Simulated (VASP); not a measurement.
# BN (F-43m) in VASP: a series of runs, part 2 of 2

VASP 6.6.1.

## Step 3: Single point, PBE (volume scaled by 1.040)

INCAR

```
  PREC = Accurate
  ENCUT = 520
  EDIFF = 1E-6
  ISMEAR = 0
  SIGMA = 0.05
  LREAL = False
  LASPH = True
  NELM = 80
  ALGO = Normal
  ISIF = 2
  LWAVE = False
  LCHARG = False
  GGA = PE
  NBANDS = 11
```

KPOINTS

```
Automatic mesh
0
Gamma
  16 16 16
```

POSCAR

```
BN
1.0
    0.0000000000      1.8361920396      1.8361920396
    1.8361920396      0.0000000000      1.8361920396
    1.8361920396      1.8361920396      0.0000000000
B N
1 1
Direct
    0.0000000000      0.0000000000      0.0000000000
    0.7500000000      0.7500000000      0.7500000000
```

Potentials or basis: VASP PAW PBE potentials, release 64 (B, N).

Command:

```
> cat potpaw_PBE.64/B/POTCAR potpaw_PBE.64/N/POTCAR > POTCAR
> mpirun -np 1 vasp_std > vasp.out
```

OUTCAR:

```text
PREC = Accurate
   ENCUT = 520
   EDIFF = 1E-6
   ISMEAR = 0
   LREAL = False
   LASPH = True
   NELM = 80
   ISIF = 2
   GGA = PE

 ion  position               nearest neighbor table
   1  0.000  0.000  0.000-   2 1.59   2 1.59   2 1.59   2 1.59
   2  0.750  0.750  0.750-   1 1.59   1 1.59   1 1.59   1 1.59

  LATTYP: Found a face centered cubic cell.
 ALAT       =     3.6723840792

  Lattice vectors:

 A1 = (   0.0000000000,   1.8361920396,   1.8361920396)
 A2 = (   1.8361920396,   0.0000000000,   1.8361920396)
[... 513 lines left out ...]
      7      16.0612      0.00000
      8      17.2830      0.00000
      9      30.2822      0.00000
     10      30.7277      0.00000
     11      32.4469      0.00000

 [... further k-points ...]
[... 5 lines left out ...]
  --------------------------------------------------------------------------------------
  -------------------------------------------------------------------------------------
  Total       -1.0372577     -1.0372577     -1.0372577      0.0000000     -0.0000000     -0.0000000
  in kB     -134.2186804   -134.2186804   -134.2186804      0.0000000     -0.0000000     -0.0000000
  external PRESSURE =    -134.2186804 kB  Pullay stress =       0.0000000 kB

 VOLUME and BASIS-vectors are now :
 -----------------------------------------------------------------------------
  energy-cutoff  :      520.00
  volume of cell :       12.38
      direct lattice vectors                 reciprocal lattice vectors
     0.000000000  1.836192040  1.836192040    -0.272302673  0.272302673  0.272302673
     1.836192040  0.000000000  1.836192040     0.272302673 -0.272302673  0.272302673
     1.836192040  1.836192040  0.000000000     0.272302673  0.272302673 -0.272302673

 POSITION                                       TOTAL-FORCE (eV/Angst)
 -----------------------------------------------------------------------------------
      0.00000      0.00000      0.00000         0.000000      0.000000      0.000000
      2.75429      2.75429      2.75429        -0.000000     -0.000000     -0.000000
 -----------------------------------------------------------------------------------
    total drift:                                0.000000      0.000000     -0.000000

  FREE ENERGIE OF THE ION-ELECTRON SYSTEM (eV)
  ---------------------------------------------------
  free  energy   TOTEN  =       -17.4315627925 eV

  energy  without entropy=      -17.4315627925  energy(sigma->0) =      -17.43156279
```

OSZICAR:

```text
N       E                     dE             d eps       ncg     rms          rms(c)
DAV:   1     0.960012217746E+01    0.96001E+01   -0.49560E+03  3294   0.719E+02
DAV:   2    -0.178120476993E+02   -0.27412E+02   -0.26706E+02  3797   0.162E+02
DAV:   3    -0.183263035529E+02   -0.51426E+00   -0.51358E+00  3839   0.190E+01
DAV:   4    -0.183269684935E+02   -0.66494E-03   -0.66493E-03  3370   0.751E-01
DAV:   5    -0.183269691802E+02   -0.68663E-06   -0.68665E-06  3709   0.239E-02    0.645E+00
DAV:   6    -0.175019343850E+02    0.82503E+00   -0.30199E+00  3358   0.979E+00    0.311E+00
DAV:   7    -0.174441572656E+02    0.57777E-01   -0.85408E-02  3559   0.247E+00    0.186E+00
DAV:   8    -0.174313282496E+02    0.12829E-01   -0.33478E-02  3531   0.132E+00    0.169E-01
DAV:   9    -0.174314631497E+02   -0.13490E-03   -0.10603E-03  3373   0.255E-01    0.790E-02
DAV:  10    -0.174315569588E+02   -0.93809E-04   -0.12946E-04  3434   0.972E-02    0.145E-02
DAV:  11    -0.174315627677E+02   -0.58089E-05   -0.10570E-05  3676   0.263E-02    0.106E-02
DAV:  12    -0.174315627925E+02   -0.24860E-07   -0.17441E-06  1948   0.901E-03
   1 F= -.17431563E+02 E0= -.17431563E+02  d E =-.178651E-15
```

stdout:

```text
POSCAR found type information on POSCAR B N
 POSCAR found :  2 types and       2 ions
 scaLAPACK will be used
 LDA part: xc-table for (Slater+PW92), standard interpolation
 POSCAR, INCAR and KPOINTS ok, starting setup
 FFT: planning ... GRIDC
 FFT: planning ... GRID_SOFT
 FFT: planning ... GRID
 WAVECAR not read
 entering main loop
```

Wall time 7.1 s (1 thread of Intel Xeon 6975P-C (Granite Rapids), shared host); peak memory 0.13 GiB.

Results:

```yaml
Free_energy: -17.4316 eV
Pressure: -13.4 GPa
Band_gap_on_the_k_mesh: 4.41 eV, indirect (least direct gap 8.60 eV)
```

Levels at points of the mesh, in eV from the valence-band top:
| k point | band 1 | band 2 | band 3 | band 4 | band 5 | band 6 | band 7 | band 8 | band 9 |
| --- | --- | --- | --- | --- | --- | --- | --- | --- | --- |
| (0.00, 0.00, 0.00) | -19.70 | 0.00 | 0.00 | 0.00 | 8.60 | 8.60 | 8.60 | 9.59 | 23.88 |
| (0.50, 0.00, 0.00) | -15.71 | -10.26 | -1.85 | -1.85 | 9.54 | 10.44 | 10.44 | 14.77 | 22.80 |
| (0.50, 0.50, 0.00) | -14.41 | -8.61 | -4.68 | -4.68 | 4.41 | 8.96 | 17.20 | 17.20 | 20.00 |

Caveat: the cell differs from its parent crystal (volume scaled by 1.040). A k mesh can miss the band edges.

## Step 4: Single point, PBE

This run uses another cell than the first one, of 5.95 Å³/atom, 0.980 times its volume.

INCAR

```
SYSTEM = BN
  ALGO = Normal
  EDIFF = 1E-6
  ENCUT = 520
  GGA = PE
  ISIF = 2
  ISMEAR = 0
  LASPH = .TRUE.
  LCHARG = .FALSE.
  LREAL = .FALSE.
  LWAVE = .FALSE.
  NBANDS = 11
  NELM = 60
  PREC = Accurate
  SIGMA = 0.05
```

KPOINTS

```
k-points
0
G
  24 24 24
  0 0 0
```

POSCAR

```
BN
1.0
    0.0000000000      1.8123426903      1.8123426903
    1.8123426903      0.0000000000      1.8123426903
    1.8123426903      1.8123426903      0.0000000000
B N
1 1
Direct
    0.0000000000      0.0000000000      0.0000000000
    0.7500000000      0.7500000000      0.7500000000
```

Command:

```
> cat potpaw_PBE.64/B/POTCAR potpaw_PBE.64/N/POTCAR > POTCAR
> mpirun -np 1 vasp_std > vasp.out
```

Wall time 18 s (1 thread of Intel Xeon 6975P-C (Granite Rapids), shared host); peak memory 0.16 GiB.

Results (log left out):

```yaml
Free_energy: -17.4510 eV
Pressure: 0.2 GPa
Band_gap_on_the_k_mesh: 4.45 eV, indirect (least direct gap 8.78 eV)
```

Levels at points of the mesh, in eV from the valence-band top:
```
           k point  band 1  band 2  band 3  band 4  band 5  band 6  band 7  band 8
(0.00, 0.00, 0.00)  -20.14    0.00    0.00    0.00    8.78    8.78    8.78   10.22
(0.50, 0.00, 0.00)  -15.96  -10.62   -1.93   -1.93   10.04   10.66   10.66   15.17
(0.50, 0.50, 0.00)  -14.61   -8.86   -4.86   -4.86    4.45    9.19   17.79   17.79
```

## Step 5: The runs side by side

| cell | k mesh | gap on the mesh (eV) | pressure (GPa) |
| --- | --- | --- | --- |
| a = 2.580 Å, angles 60.0°, 2 atoms | 16 × 16 × 16 | 4.43 | -6.9 |
| a = 2.597 Å, angles 60.0°, 2 atoms | 16 × 16 × 16 | 4.41 | -13.4 |
| a = 2.563 Å, angles 60.0°, 2 atoms | 24 × 24 × 24 | 4.45 | 0.2 |

Alike in all rows: task single point; level PBE; potentials or basis VASP PAW PBE potentials, release 64 (B, N); no spin polarisation; cutoff (eV) 520; smearing gaussian 0.05 eV.

Absolute energies hang on the potentials; compare differences alone.

## Step 6: How close it comes

Step 4. A measured gap of BN is 6.4 eV (indirect; 300 K; a printed reference work, monograph); the calculated 4.45 eV misses it by -1.95 eV. The value is that of PBE on a finite k mesh, which can miss the band edges, without temperature or zero-point motion. Semilocal functionals fall short of measured gaps as a rule.
